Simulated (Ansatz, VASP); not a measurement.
**Two plane-wave programs on W**

```
W
1.0
     0.00000    2.03000    2.03000
     2.03000    0.00000    2.03000
     2.03000    2.03000    0.00000
W
1
Direct
  0.00000 0.00000 0.00000
```

This isn't the form of W at room conditions, which is bcc.

Alike in both runs: task relaxation of cell and atoms; functional PBE; k mesh 18 × 18 × 18; occupations gaussian, width 0.1 eV; no spin polarisation.

|  | VASP | Ansatz |
| --- | --- | --- |
| version | VASP 6.6.1 | Ansatz 0.2.0 |
| potentials or method | VASP PAW PBE potentials, release 64 (W_sv) | scalar-relativistic, plane waves, PAW |
| plane-wave cutoff (eV) | 600 | 420 |
| valence electrons in the cell | 14 | 14 |

Ansatz gave:

| Item | Value |
| --- | --- |
| gap on the k mesh at the Fermi level, each at its own relaxed structure (eV) | none |
| relaxed volume (Å³/atom) | 16.45 |
| relaxed cell length with the largest relative difference (Å) | 2.855 |
| energy change over the relaxation (meV/atom) | -4 |

Q: What did VASP give for the same quantities?

A: gap on the k mesh at the Fermi level, each at its own relaxed structure (eV): none; relaxed volume (Å³/atom): 16.48; relaxed cell length with the largest relative difference (Å): 2.856; energy change over the relaxation (meV/atom): -3.

A gap of «none» marks a metal or a gap that the smearing closes.

The runs have no spin-orbit coupling, so splittings on W are missing.
